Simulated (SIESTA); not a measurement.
Au:

```
Au
1.0
     0.00000    2.03500    2.03500
     2.03500    0.00000    2.03500
     2.03500    2.03500    0.00000
Au
1
Direct
  0.00000 0.00000 0.00000
```

Base run:

```yaml
Program: SIESTA 5.4.2
Functional: PBEsol
Potentials_or_basis: PseudoDojo 0.4 standard (PBEsol files)
Basis: TZDP (energy shift 0.003 Ry; two zetas on semicore shells)
Grid_cutoff: 800 Ry
Energy_shift: 0.003 Ry
k_mesh: 11 × 11 × 11
Occupations: fermi-dirac, width 0.05 eV
Spin: no spin polarisation
```

Its results: band gap on the k mesh none (metal or under the smearing width); pressure 2.4 GPa.

After a change of settings the same cell gave: band gap on the k mesh none (metal or under the smearing width); pressure 3.2 GPa. Which change was it?
A. basis from TZDP (energy shift 0.003 Ry; two zetas on semicore shells) to DZ (energy shift 0.003 Ry; two zetas on semicore shells)
B. basis from TZDP (energy shift 0.003 Ry; two zetas on semicore shells) to SZ (energy shift 0.003 Ry)
C. basis from TZDP (energy shift 0.003 Ry; two zetas on semicore shells) to SZP (energy shift 0.003 Ry)
D. basis from TZDP (energy shift 0.003 Ry; two zetas on semicore shells) to DZP (energy shift 0.003 Ry; two zetas on semicore shells)

D.

Caveats: short orbitals over semicore shells can move pressures by several GPa; spin-orbit coupling is left out, which moves the levels of the heavy elements; the basis of atomic orbitals isn't converged, which shifts pressures, moduli and gaps.

Runs at the PBE level aren't shown here.
